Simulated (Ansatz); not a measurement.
# AlN (F-43m) in Ansatz: reference runs

Aim: a first look at AlN with PBEsol, on the cell as given.

Program: Ansatz 0.2.0. These are calculated values, not measurements. Logs are shortened: lines on timing, memory, paths and dates and some standing lists are left out, and cuts for length are marked.

## 1. The structure

It takes space group F-43m (No. 216, cubic). Conventional cell: a = 4.368 Å, b = 4.368 Å, c = 4.368 Å, α = 90.00°, β = 90.00°, γ = 90.00°. Al (site symmetry -43m) is surrounded by 4 N at 1.89 Å. N (site symmetry -43m) is surrounded by 4 Al at 1.89 Å.

Measurements of this composition are mostly on another form, of space group No. 186.

## 2. Single point, PBEsol

input.yaml reads:

```yaml
crystal:
  lattice:
    - [0.0, 2.1839935596, 2.1839935596]
    - [2.1839935596, 0.0, 2.1839935596]
    - [2.1839935596, 2.1839935596, 0.0]
  atoms:
    - { symbol: Al, position: [0.0, 0.0, 0.0] }
    - { symbol: "N", position: [0.25, 0.25, 0.25] }
kpoints:
  mp_grid: { grid: [10, 10, 10] }
scf:
  occupations: { method: fermi_dirac, width: 0.05 }
hamiltonian:
  xc: pbesol
  pseudopotentials: { kind: all_electron, lapw: { basis_error: 0.001 } }
output:
  forces: true
  stress: true
  eigenvalues: true
  populations: true
```

Potentials or basis: all-electron LAPW, scalar-relativistic.

Started as:

```sh
ansatz run input.yaml --threads 1 --pin off --max-ram 3072MiB --backend cpu --events-out ev --progress --plain --runs-dir out
```

Standard output:

```text
Warning: RAYON_NUM_THREADS=1 ignored (pool sized by the plan → 1); use --threads N
Al: projections on atomic orbitals take those of the free atom 1s2 2s2 2p6 3s2 3p1, of charge +0.00 (hamiltonian.pseudopotentials.projection_atoms)
N: projections on atomic orbitals take those of the free atom 1s2 2s2 2p3, of charge +0.00 (hamiltonian.pseudopotentials.projection_atoms)
LAPW: plane waves up to 9.957 Å⁻¹, error target 1.0e-3 eV per atom; small_component_spin mean_spin; N in spheres of 0.907 Å, 7 of its electrons in bands, Dirac shells []; Al in spheres of 0.984 Å, 11 of its electrons in bands, Dirac shells [] (how accurate: hamiltonian.pseudopotentials.lapw.basis_error, Limitations)
Engine: ansatz 0.2.0, aarch64-unknown-linux-gnu
Pseudopotentials: kind: all_electron
Pseudopotential: Al, LAPW, valence charge 11, lapw/all_electron/scalar/gaussian/Al, Koelling and Harmon's equation, gaussian nucleus
Pseudopotential: N, LAPW, valence charge 7, lapw/all_electron/scalar/gaussian/N, Koelling and Harmon's equation, gaussian nucleus
Functional definition: PBEsol
  exchange = pbesol_x
  correlation = pbesol_c
Crystal: 2 atoms, lattice volume = 20.835 Å³
Basis set: ecut = 377.7060565691801 eV, 331 PW (Γ), exchange–correlation at level 2
Bands: 13, of which v1, the nominal top of the filled ones, is band 9 counted from 1 (8 counted from 0)
Symmetry: 24 space group operations
Space group: F-43m (ITA 216), of the structure as read, at distance tolerance 2.8e-5 Å
k-points: 47 of 1000 (time reversal used)
Non-local potential: Al, projectors of the file, none
Non-local potential: N, projectors of the file, none
Initial density: superposition of atomic densities (chi_scale 0.1, normalization cell, long waves kept (reshape's long-wave potential 0.00 eV rms))
Initial wavefunctions: plane waves of lowest kinetic energy (no species holds an atomic orbital)
Functional: x = pbesol(κ = 0.804, μ = 0.12345679012345678), c = pbesol(β = 0.046)
iter 1 solved again at ethr=2.98e-2 eV; its pass at ethr=1.00e-1 eV (dr2=5.37e0 eV) is discarded
SCF iter   1: F=—  HF=-8084.400472 eV  |F-HF|=—  |Δ(HF+E_count)|=         —  Δρ=1.46e-1  dr2=5.37e0  ethr=2.98e-2  ⟨swp⟩=2.0  Hψ=4119  notcnv=0
preconditioner: auto → none  [insulator: Δε(μ)=5.879 eV  Ē_g=16.894 eV  σ=0.050 eV  W_gap=1.00  n_scr=8 (ndim 8)  ℏωp=23.0 eV  f_vac=0.000  D(μ)=0.00/eV (n_scr^D=0)  ε∞_Penn≈2.9]
iter 2 solved again at ethr=1.57e-3 eV; its pass at ethr=2.98e-2 eV (dr2=2.83e-1 eV) is discarded
SCF iter   2: F=—  HF=-8082.430270 eV  |F-HF|=—  |Δ(HF+E_count)|=    1.97e0  Δρ=4.50e-2  dr2=2.83e-1  ethr=1.57e-3  ⟨swp⟩=2.0  Hψ=3293  notcnv=0
SCF iter   3: F=—  HF=-8082.097012 eV  |F-HF|=—  |Δ(HF+E_count)|=   3.33e-1  Δρ=1.66e-2  dr2=4.86e-2  ethr=1.57e-3  ⟨swp⟩=3.0  Hψ=1992  notcnv=0
SCF iter   4: F=—  HF=-8082.087870 eV  |F-HF|=—  |Δ(HF+E_count)|=         —  Δρ=4.96e-4  dr2=5.54e-5  ethr=2.70e-4  ⟨swp⟩=2.0  Hψ=1833  notcnv=0
the basis was enlarged: its passes take 266.5 KiB over the memory plan, 1 of 1 planned eigensolver slots
SCF iter   5: F=—  HF=-8082.087699 eV  |F-HF|=—  |Δ(HF+E_count)|=   1.71e-4  Δρ=2.51e-4  dr2=1.46e-5  ethr=3.08e-7  ⟨swp⟩=2.8  Hψ=1694  notcnv=0
SCF iter   6: F=—  HF=-8082.087687 eV  |F-HF|=—  |Δ(HF+E_count)|=   1.22e-5  Δρ=7.31e-5  dr2=4.22e-7  ethr=8.12e-8  ⟨swp⟩=2.0  Hψ=1645  notcnv=0
SCF iter   7: F=-8082.087687 eV  HF=-8082.087687 eV  |F-HF|=1.32e-9  |Δ(HF+E_count)|=   1.80e-7  Δρ=7.57e-6  dr2=6.23e-9  ethr=2.35e-9  ⟨swp⟩=2.0  Hψ=1646  notcnv=0
SCF 1 converged in 7 iterations: F = -8082.087687 eV  dr2 = 6.23e-9
SCF converged after 7 iterations
Free energy (F): -8082.087687 eV
Harris-Foulkes:  -8082.087687 eV  (|F-HF|=1.32e-9)
Internal energy: -8082.087687 eV  (E = F + TS)
E sigma→0 (E₀):  -8082.087687 eV
Fermi energy:    10.051331 eV
--- Per-component energies (eV) ---
  E_band       = -1202.553915
  E_kinetic    = 8089.791690
  E_xc         = -678.086322
  E_electrostatic = -15493.793055  (all electrons and nuclei)
  E_smearing   = -0.000000  (= −TS)
  E_closure    = 0.000000  (closes the sum)
  E_atoms      = -8066.480992  (free atoms, spherical and without spin; not in F)
  Σ components = -8082.087687   (vs F -8082.087687, Δ=0.00e0)
  Basis errors (estimates in eV, not in F): energy 5.0e-4 per atom: plane waves 4.6e-4 (2.8e-4 summed), levels above the bands 1.7e-104, relativity 2.2e-8, radial functions 4.2e-5, core shells 4.1e-12; eigenvalues (radial functions only) 3.0e-6; not estimated: angular momenta, meshes, grids; target (lapw.basis_error) 1.0e-3; muffin-tin radii N 0.907 Å, Al 0.984 Å
--- Forces (eV/Å), atoms counted from 1 ---
  atom   1  Al     0.00000000    -0.00000000     0.00000000
  atom   2  N     -0.00000000     0.00000000     0.00000000
  max |Σ_I F_I| component: 1.85e-17 eV/Å
--- Stress (GPa, compression-positive) ---
        1.200224       0.000000      -0.000000
        0.000000       1.200224      -0.000000
       -0.000000      -0.000000       1.200224
  P = ⅓ Tr σ = 1.2002 GPa (12.002 kbar)
--- Band table (eV; the first three rows and the last of 47) ---
  k-point 0: bands = ["-363.5265", "-91.5236", "-53.2016", "-53.2016", "-53.2016", "-6.5539", "8.4085", "8.4085", "8.4085", "12.5346", "20.8597", "20.8597", "20.8597"]
  k-point 1: bands = ["-363.5265", "-91.5235", "-53.2026", "-53.2018", "-53.2018", "-6.4055", "7.5871", "8.3562", "8.3562", "13.1990", "20.4702", "20.9943", "20.9943"]
  k-point 2: bands = ["-363.5265", "-91.5232", "-53.2053", "-53.2022", "-53.2022", "-5.9826", "5.9688", "8.2261", "8.2261", "14.3186", "19.6704", "20.9232", "20.9232"]
  k-point 46: bands = ["-363.5265", "-91.5223", "-53.2101", "-53.2078", "-53.2059", "-3.7660", "4.2932", "5.2734", "5.7428", "14.0299", "19.1407", "20.6824", "20.9630"]
--- Löwdin populations: 2 sites ---
  site symbol       q [e]
     0     Al     11.9917
     1      N      7.9463
  spilling = 0.003103 (of n_electrons = 20.000000)
```

populations.tsv:

```text
# site	symbol	l	j	q
# orbitals = lowdin
# n_electrons = 20.000000
# spilling = 0.003103
# projection_atom_Al: 1s2 2s2 2p6 3s2 3p1
# projection_atom_N: 1s2 2s2 2p3
0	Al	0_1S	-	1.999725
0	Al	0_2S	-	1.976673
0	Al	0_3S	-	0.607107
0	Al	1_2P	-	5.991663
0	Al	1_3P	-	1.416498
1	N	0_1S	-	1.994365
1	N	0_2S	-	1.401517
1	N	1_2P	-	4.550384
```

Wall time 8.7 s (1 thread of Arm Neoverse V2, shared host); peak memory 0.25 GiB.

Results:

```
Free energy            : -8082.0877 eV
Pressure               : 1.2 GPa
Band gap on the k mesh : 3.19 eV, indirect (least direct gap 4.13 eV)
Loewdin charges        : Al +1.01; N -0.95 e
```

Levels at points of the mesh, in eV from the valence-band top:
| k point | band 6 | band 7 | band 8 | band 9 | band 10 | band 11 | band 12 | band 13 |
| --- | --- | --- | --- | --- | --- | --- | --- | --- |
| (0.00, 0.00, 0.00) | -14.96 | 0.00 | 0.00 | 0.00 | 4.13 | 12.45 | 12.45 | 12.45 |
| (0.00, 0.00, -0.50) | -12.87 | -5.92 | -0.48 | -0.48 | 7.28 | 9.77 | 11.03 | 11.03 |
| (0.00, -0.50, -0.50) | -12.23 | -4.95 | -1.79 | -1.79 | 3.19 | 8.48 | 13.86 | 15.62 |
